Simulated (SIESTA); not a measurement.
BN under changes of volume

One of the cells (5.969 Å³/atom); the others are scaled copies at fixed shape and fractional positions:

```
CELL_PARAMETERS angstrom
2.55394 0.00000 0.00000
-1.27697 2.21178 0.00000
0.00000 0.00000 4.22685
ATOMIC_POSITIONS crystal
N 0.33333 0.66667 0.12528
N 0.66667 0.33333 0.62528
B 0.33333 0.66667 0.49972
B 0.66667 0.33333 0.99972
```

Measurements of this composition are mostly on another form, of space group No. 194.

| Item | Value |
| --- | --- |
| Program | SIESTA 5.4.2 |
| Functional | LDA |
| Potentials or basis | PseudoDojo 0.4 standard (LDA files) |
| Basis | DZP (energy shift 0.003 Ry) |
| Grid cutoff | 800 Ry |
| Energy shift | 0.003 Ry |
| k mesh | 12 × 12 × 6 |
| Occupations | fermi-dirac, width 0.05 eV |
| Spin | no spin polarisation |

| volume (Å³/atom) | energy over the lowest point (meV/atom) | pressure (GPa) | gap on the mesh (eV) | largest force (eV/Å) |
| --- | --- | --- | --- | --- |
| 5.611 | 8.40 | 14.8 | 5.00 | 0.053 |
| 5.730 | 0.92 | 5.5 | 5.04 | 0.037 |
| 5.850 | 0.00 | -2.9 | 5.06 | 0.022 |
| 5.969 | 5.06 | -10.6 | 5.09 | 0.007 |
| 6.088 | 15.56 | -17.5 | 5.11 | 0.008 |
| 6.208 | ? | ? | ? | ? |
| 6.327 | 51.00 | -29.6 | 5.16 | 0.036 |

Question: What does the run at 6.208 Å³/atom give?

Answer: Energy over the lowest point 31.03 meV/atom; pressure -23.9 GPa; gap on the mesh 5.14 eV; largest force 0.022 eV/Å.

Worked out: A Birch-Murnaghan fit of order 3 (a polynomial in V^(-2/3)) to the other rows has its minimum at 5.81 Å³/atom with B0 = V·E''(V) = 405 GPa and B' = 3.7 at fixed shape and positions, which overstates the stiffness. It gives 31.10 meV/atom at 6.208 Å³/atom, against the run's 31.03, and -dE/dV = -23.9 GPa, against -23.9. A straight line through the other rows of the gap, of slope 1.29 eV per unit of ln V, gives 5.14 eV, against the run's 5.14.

Energies are extrapolated to zero smearing.

Caveats: the basis of atomic orbitals isn't converged, which shifts pressures, moduli and gaps.

A mesh can miss the band edges.
